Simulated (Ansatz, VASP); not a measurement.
**One calculation of InP, two programs**

Contents of INCAR:

```
PREC = Accurate
ENCUT = 520
EDIFF = 1E-6
ISMEAR = -1
SIGMA = 0.02
LREAL = F
LASPH = T
NELM = 80
ALGO = Normal
ISIF = 2
LWAVE = F
LCHARG = F
GGA = PE
NBANDS = 16
```

The input KPOINTS:

```
regular mesh
0
Gamma
  8 8 8
```

POSCAR

```
InP
1.0
    0.0000000000      2.9537876506      2.9537876506
    2.9537876506      0.0000000000      2.9537876506
    2.9537876506      2.9537876506      0.0000000000
In P
1 1
Direct
    0.0000000000      0.0000000000      0.0000000000
    0.2500000000      0.2500000000      0.2500000000
```

Input for Ansatz:

```yaml
crystal:
  lattice:
    - [0.0, 2.9537876506, 2.9537876506]
    - [2.9537876506, 0.0, 2.9537876506]
    - [2.9537876506, 2.9537876506, 0.0]
  atoms:
    - { symbol: In, position: [0.0, 0.0, 0.0] }
    - { symbol: P, position: [0.25, 0.25, 0.25] }
kpoints:
  mp_grid: { grid: [8, 8, 8] }
  band_path:
    path:
      - [0.0, 0.0, 0.0]
      - [-0.5, -0.5, 0.0]
      - [-0.375, -0.375, 0.25]
      - [-0.375, 0.0, 0.375]
      - [0.0, 0.0, 0.5]
      - [-0.5, -0.25, 0.25]
    npoints: 1
hamiltonian:
  xc: pbe
scf:
  occupations: { method: fermi_dirac, width: 0.02 }
  n_extra_bands: 4
output:
  forces: true
  stress: true
  eigenvalues: true
```

The cell was built by a generator and needn't be a form met in nature.

Alike in both runs: task single point; functional PBE; k mesh 8 × 8 × 8; occupations fermi-dirac, width 0.02 eV; no spin polarisation.

```csv
,VASP,Ansatz
version,VASP 6.6.1,Ansatz 0.2.0
potentials or method,"VASP PAW PBE potentials, release 64 (In_d, P)","plane waves, PAW"
plane-wave cutoff (eV),520,420
valence electrons in the cell,18,18
```

Ansatz gave:

* pressure (GPa): 1.7

Problem. Estimate VASP's values.

Solution. Pressure (GPa): 1.6.

Caveats: spin-orbit coupling is left out, which moves the levels of the heavy elements.
